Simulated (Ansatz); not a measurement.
Here is an Ansatz 0.2.0 calculation.

File input.yaml:

```yaml
crystal:
  lattice:
    - [0.0, 2.024805, 2.024805]
    - [2.024805, 0.0, 2.024805]
    - [2.024805, 2.024805, 0.0]
  atoms:
    - { symbol: Al, position: [0.0, 0.0, 0.0] }
kpoints:
  mp_grid: { grid: [11, 11, 11] }
scf:
  occupations: { method: gaussian, width: 0.024 }
hamiltonian:
  xc: pbe
  pseudopotentials: { kind: all_electron, lapw: { basis_error: 0.001 } }
output:
  forces: true
  stress: true
  eigenvalues: true
```

Potentials or basis: all-electron LAPW, scalar-relativistic.

Command:

```bash
$ ansatz run input.yaml --threads 1 --pin off --max-ram 3072MiB --backend cpu --events-out ev --progress --plain --runs-dir out
```

Problem. What does it give for the pressure?

Solution. -0.5 GPa.

Problem. Predict the band gap on the k mesh.

Solution. None (metal or under the smearing width).
